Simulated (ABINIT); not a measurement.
**Quasiparticle gap of AlN (P6_3mc) in ABINIT**

Wanted: ground state, empty states, screening and self-energy for AlN (P6_3mc).

Calculated with ABINIT 10.8.3; PBE and many-body steps on it, plane waves.

Most raw output is cut from this account.

The database entry behind the starting cell differs from later determinations by our own check (inner coordinate u about 0.002 short), so it need not match the best structure at ambient conditions.

## 1. The starting structure

Symmetry: P6_3mc, No. 186, hexagonal system. The conventional cell has a = 3.113 Å, b = 3.113 Å, c = 4.981 Å, α = 90.00°, β = 90.00°, γ = 120.00°. Nearest to Al lie 4 N at 1.89 Å. Nearest to N lie 4 Al at 1.89 Å. Farther neighbours and most contacts between anions are not listed.

The cell and positions come from the Crystallography Open Database and are kept as given unless a step says otherwise.

## 2. Ground state

This step: ABINIT 10.8.3; DFT, PBE, plane waves, norm-conserving pseudopotentials.

The ground-state density comes first.

run.abi reads:

```
acell 3*1.0 Angstrom
rprim 
  3.113000000011 -0.000000000003 0.000000000000
  -1.556500000003 2.695937081992 0.000000000000
  0.000000000000 0.000000000000 4.981000000000
ntypat 2
znucl 13 7
natom 4
typat 1 1 2 2
xred 
  0.333333333333 0.666666666667 0.000000000000
  0.666666666667 0.333333333333 0.500000000000
  0.333333333333 0.666666666667 0.380000000000
  0.666666666667 0.333333333333 0.880000000000
pp_dirpath "pseudos"
pseudos "Al.upf, N.upf"
ecut 36
ngkpt 6 6 4
nshiftk 1
shiftk 0 0 0
kptopt 1
chksymbreak 0
nband 14
occopt 1
tolvrs 1e-10
nstep 60
prtwf 0
indata_prefix "in"
outdata_prefix "out"
tmpdata_prefix "tmp"
```

Run with:

```
$ OMP_NUM_THREADS=1 mpirun -n 4 abinit run.abi > log
```

Elapsed: 8.5 s, on 4 MPI ranks of Arm Neoverse V1, shared host; peak memory 0.28 GiB; 34 s of CPU time.

Numbers from this step:

* total energy: -696.2874 eV
* gap: 4.220 eV
* k of the valence top: 0, 0, 0
* k of the conduction bottom: 0, 0, 0
* least direct gap: 4.220 eV
* pressure: 2.933 GPa

The gap is direct, at Γ.

The cutoff was set for levels, not for stress, so the pressure can be off by some GPa.

## 3. Bands along the symmetry lines

The cheap functional maps the bands first; the places of the edges decide which points the dearer methods must see.

run.abi reads:

```
acell 3*1.0 Angstrom
rprim 
  3.113000000011 -0.000000000003 0.000000000000
  -1.556500000003 2.695937081992 0.000000000000
  0.000000000000 0.000000000000 4.981000000000
ntypat 2
znucl 13 7
natom 4
typat 1 1 2 2
xred 
  0.333333333333 0.666666666667 0.000000000000
  0.666666666667 0.333333333333 0.500000000000
  0.333333333333 0.666666666667 0.380000000000
  0.666666666667 0.333333333333 0.880000000000
pp_dirpath "pseudos"
pseudos "Al.upf, N.upf"
ecut 36
iscf -2
irdden 1
kptopt 0
nkpt 75
kpt 
  0.00000000 0.00000000 0.00000000
  0.06250000 0.00000000 0.00000000
  0.12500000 0.00000000 0.00000000
  0.18750000 0.00000000 0.00000000
  0.25000000 0.00000000 0.00000000
  0.31250000 0.00000000 0.00000000
  0.37500000 0.00000000 0.00000000
  0.43750000 0.00000000 0.00000000
  0.50000000 0.00000000 0.00000000
  0.47916667 0.04166667 0.00000000
  0.45833333 0.08333333 0.00000000
  0.43750000 0.12500000 0.00000000
  0.41666666 0.16666666 0.00000000
  0.39583333 0.20833333 0.00000000
  0.37500000 0.25000000 0.00000000
  0.35416666 0.29166666 0.00000000
  0.33333333 0.33333333 0.00000000
  0.29166666 0.29166666 0.00000000
  0.25000000 0.25000000 0.00000000
  0.20833333 0.20833333 0.00000000
  0.16666666 0.16666666 0.00000000
  0.12500000 0.12500000 0.00000000
  0.08333333 0.08333333 0.00000000
  0.04166667 0.04166667 0.00000000
  0.00000000 0.00000000 0.00000000
  0.00000000 0.00000000 0.06250000
  0.00000000 0.00000000 0.12500000
  0.00000000 0.00000000 0.18750000
  0.00000000 0.00000000 0.25000000
  0.00000000 0.00000000 0.31250000
  0.00000000 0.00000000 0.37500000
  0.00000000 0.00000000 0.43750000
  0.00000000 0.00000000 0.50000000
  0.06250000 0.00000000 0.50000000
  0.12500000 0.00000000 0.50000000
  0.18750000 0.00000000 0.50000000
  0.25000000 0.00000000 0.50000000
  0.31250000 0.00000000 0.50000000
  0.37500000 0.00000000 0.50000000
  0.43750000 0.00000000 0.50000000
  0.50000000 0.00000000 0.50000000
  0.47916667 0.04166667 0.50000000
  0.45833333 0.08333333 0.50000000
  0.43750000 0.12500000 0.50000000
  0.41666666 0.16666666 0.50000000
  0.39583333 0.20833333 0.50000000
  0.37500000 0.25000000 0.50000000
  0.35416666 0.29166666 0.50000000
  0.33333333 0.33333333 0.50000000
  0.29166666 0.29166666 0.50000000
  0.25000000 0.25000000 0.50000000
  0.20833333 0.20833333 0.50000000
  0.16666666 0.16666666 0.50000000
  0.12500000 0.12500000 0.50000000
  0.08333333 0.08333333 0.50000000
  0.04166667 0.04166667 0.50000000
  0.00000000 0.00000000 0.50000000
  0.50000000 0.00000000 0.50000000
  0.50000000 0.00000000 0.43750000
  0.50000000 0.00000000 0.37500000
  0.50000000 0.00000000 0.31250000
  0.50000000 0.00000000 0.25000000
  0.50000000 0.00000000 0.18750000
  0.50000000 0.00000000 0.12500000
  0.50000000 0.00000000 0.06250000
  0.50000000 0.00000000 0.00000000
  0.33333333 0.33333333 0.50000000
  0.33333333 0.33333333 0.43750000
  0.33333333 0.33333333 0.37500000
  0.33333333 0.33333333 0.31250000
  0.33333333 0.33333333 0.25000000
  0.33333333 0.33333333 0.18750000
  0.33333333 0.33333333 0.12500000
  0.33333333 0.33333333 0.06250000
  0.33333333 0.33333333 0.00000000
istwfk *1
nband 19
nbdbuf 6
tolwfr 1e-07
nstep 50
prtwf 0
prtvol 0
indata_prefix "in"
outdata_prefix "out"
tmpdata_prefix "tmp"
```

Elapsed: 11 s, on 4 MPI ranks; peak memory 0.3 GiB.

Numbers from this step:

* gap: 4.220 eV
* k of the valence top: 0, 0, 0
* k of the conduction bottom: 0, 0, 0
* least direct gap: 4.220 eV

The gap is 4.220 eV, as in the run before at this level.

Electronic bands along the path, in eV, zero at the top of the highest filled band; v1 is the highest filled band, c1 the lowest empty one:

```tsv
point	v4	v3	v2	v1	c1	c2	c3	c4
Γ	-0.83	-0.18	-0.18	0.00	4.22	6.68	10.59	11.19
halfway	-2.43	-1.54	-0.44	-0.38	6.21	7.63	8.10	10.04
M	-3.33	-2.06	-1.77	-0.66	5.83	5.84	8.21	10.30
halfway	-3.07	-2.97	-1.86	-1.49	5.54	7.17	8.88	10.08
K	-3.75	-2.42	-2.37	-2.37	5.07	8.38	9.70	9.70
halfway	-3.35	-1.67	-0.86	-0.59	6.85	7.48	8.57	9.14
Γ	-0.83	-0.18	-0.18	0.00	4.22	6.68	10.59	11.19
halfway	-0.74	-0.74	-0.28	-0.28	5.17	6.79	10.27	11.16
A	-0.51	-0.51	-0.51	-0.51	6.47	6.47	10.35	10.35
halfway	-1.58	-1.58	-1.01	-1.01	6.55	6.55	9.52	9.52
L	-1.44	-1.44	-1.35	-1.35	5.34	5.34	9.32	9.32
halfway	-2.72	-2.72	-0.92	-0.92	6.19	6.19	9.25	9.25
H	-3.83	-3.83	-0.78	-0.78	7.44	7.44	7.88	7.88
halfway	-1.80	-1.80	-1.20	-1.20	6.74	6.74	9.49	9.49
A	-0.51	-0.51	-0.51	-0.51	6.47	6.47	10.35	10.35
jump to L	-1.44	-1.44	-1.35	-1.35	5.34	5.34	9.32	9.32
halfway	-2.55	-1.89	-1.19	-0.91	5.09	5.93	9.37	9.47
M	-3.33	-2.06	-1.77	-0.66	5.83	5.84	8.21	10.30
jump to H	-3.83	-3.83	-0.78	-0.78	7.44	7.44	7.88	7.88
halfway	-4.41	-2.91	-1.46	-1.46	5.91	8.23	8.70	8.70
K	-3.75	-2.42	-2.37	-2.37	5.07	8.38	9.70	9.70
```

## 4. Empty states on the mesh, 6×6×4 mesh, 775 bands

The sums over transitions need many empty states on a uniform mesh; this step solves for them.

run.abi reads:

```
acell 3*1.0 Angstrom
rprim 
  3.113000000011 -0.000000000003 0.000000000000
  -1.556500000003 2.695937081992 0.000000000000
  0.000000000000 0.000000000000 4.981000000000
ntypat 2
znucl 13 7
natom 4
typat 1 1 2 2
xred 
  0.333333333333 0.666666666667 0.000000000000
  0.666666666667 0.333333333333 0.500000000000
  0.333333333333 0.666666666667 0.380000000000
  0.666666666667 0.333333333333 0.880000000000
pp_dirpath "pseudos"
pseudos "Al.upf, N.upf"
ecut 36
ngkpt 6 6 4
nshiftk 1
shiftk 0 0 0
kptopt 1
chksymbreak 0
irdden 1
istwfk *1
nband 775
prtvol 0
optdriver 6
gwr_task "HDIAGO"
paral_kgb 0
occopt 1
indata_prefix "in"
outdata_prefix "out"
tmpdata_prefix "tmp"
```

Elapsed: 2.1 min, on 4 MPI ranks; peak memory 2.2 GiB; 8.3 min of CPU time.

Numbers from this step:

* gap: 4.220 eV
* k of the valence top: 0, 0, 0
* k of the conduction bottom: 0, 0, 0
* least direct gap: 4.220 eV
* k points computed: 21
* lowest point of the top converged band, above the valence top: 382.1732 eV

On this mesh the gap is 4.220 eV.

## 5. Screening, 6×6×4 mesh, 360 bands, screening to 300.4 eV

The RPA dielectric matrix is built and inverted for each q.

This step: RPA screening on PBE, plane waves, norm-conserving pseudopotentials.

run.abi, as its differences from that of step 4:

```diff
@@ -22,10 +22,11 @@
 chksymbreak 0
-irdden 1
 istwfk *1
-nband 775
-prtvol 0
-optdriver 6
-gwr_task "HDIAGO"
-paral_kgb 0
 occopt 1
+irdwfk 1
+optdriver 3
+nband 360
+ecuteps 11.04
+inclvkb 2
+awtr 1
+symchi 1
 indata_prefix "in"
```

Elapsed: 17 min, on 4 MPI ranks; peak memory 3.8 GiB.

Numbers from this step:

- ε∞ with local fields, on this mesh, along the program's q direction: 4.212
- the same without local fields: 4.643
- plasma frequency: 22.97 eV
- plane waves in the screening matrix: 513

Local fields lower ε∞ by 9 %.

## 6. Self-energy, 6×6×4 mesh, 360 bands, screening to 300.4 eV

The self-energy is evaluated for the states that the input lists, and the levels follow from it, in one-shot runs by the linearised quasiparticle equation.

This step: G0W0 on PBE, plane waves, norm-conserving pseudopotentials.

run.abi, as its differences from that of step 5:

```diff
@@ -25,8 +25,21 @@
 irdwfk 1
-optdriver 3
+optdriver 4
 nband 360
+gwcalctyp 0
+ecutsigx 36
+symsigma 1
+nkptgw 4
+kptgw 
+  0.0000000000 0.0000000000 0.0000000000
+  0.5000000000 0.0000000000 0.0000000000
+  0.0000000000 0.0000000000 0.5000000000
+  0.5000000000 0.0000000000 0.5000000000
+bdgw 
+  6 10
+  7 10
+  5 10
+  7 10
 ecuteps 11.04
-inclvkb 2
-awtr 1
-symchi 1
+irdscr 1
+ppmodel 1
 indata_prefix "in"
```

It took 9.8 min on 4 MPI ranks; peak memory 4.6 GiB.

Numbers from this step:

| Item | Value |
| --- | --- |
| G0W0 gap on the mesh | 5.657 eV |
| starting gap on the mesh | 4.220 eV |
| k of the valence top | 0, 0, 0 |
| k of the conduction bottom | 0, 0, 0 |
| Z at the valence top | 0.785 |
| Z at the conduction bottom | 0.816 |
| least direct G0W0 gap on the computed points | 5.657 eV |

The gap on the mesh goes from 4.22 eV to 5.66 eV, a correction of +1.44 eV.

Limits: finite bands, cutoff and mesh. v1 is the top filled band, c1 the lowest empty one. Levels before and after the correction, in eV, zero at the valence-band top of each column:

```tsv
	conduction bottom	valence top
Kohn-Sham	4.22	0.00
G0W0	5.66	0.00
```

```tsv
	level	energy (eV)
Kohn-Sham	Γ v3-v2	-0.180
Kohn-Sham	Γ v1	0.000
Kohn-Sham	Γ c1	4.221
Kohn-Sham	Γ c2	6.676
G0W0	Γ v3-v2	-0.206
G0W0	Γ v1	0.000
G0W0	Γ c1	5.657
G0W0	Γ c2	8.183
```

## 7. Where the time went

Times are wall times on 4 MPI ranks of Arm Neoverse V1, shared host, good to a factor of about two.

```tsv
step	time	share	memory (GiB)
ground state	8.5 s	0 %	0.28
bands along the symmetry lines	11 s	1 %	0.3
empty states on the mesh	2.1 min	7 %	2.2
screening	17 min	58 %	3.8
self-energy	9.8 min	34 %	4.6
```

## 8. Results

| Item | Value |
| --- | --- |
| PBE gap | 4.22 eV, direct |
| G0W0 gap on the mesh | 5.66 eV |
| GW settings | 6×6×4 mesh, 360 bands, screening to 300.4 eV, Godby-Needs plasmon pole |
| known limits | not at the basis limit |

In words: G0W0 moves the gap on the mesh from 4.22 eV to 5.66 eV (+1.44 eV), with Z of 0.79 and 0.82 at the edges. Local fields lower the RPA ε∞ on this mesh from 4.64 to 4.21. The dearest step here is «screening». Bands and cutoff are finite, so the gap is not at the basis limit. The miss can reach some tenths of an eV and take either sign; the mesh is an error of its own.

[Paths, hosts, dates, memory and timing lines, banners, echoed tables and standing remarks are left out of the program output.]

[Logs are printed without paths, hosts, clocks, repeated set-up lines and the standing remarks that a program may print on its own settings, such as how far it seeks lower states.]

[Runs of the session that timed out or met a known fault of the program may be left out.]

[Hosts, paths, dates, database ids (printed as entryN), source tags and the programs' standing remarks are cut or masked in the printed files.]

[G0W0 gaps are taken among the corrected bands and points alone; a level outside them can change the order at an edge.]

[Where Ansatz stands beside ABINIT at settings called matched, ABINIT's density can come from a denser mesh and the files from another edition; pairs whose starting gaps differed by over 0.03 eV were left out, so agreement reads better than it is.]
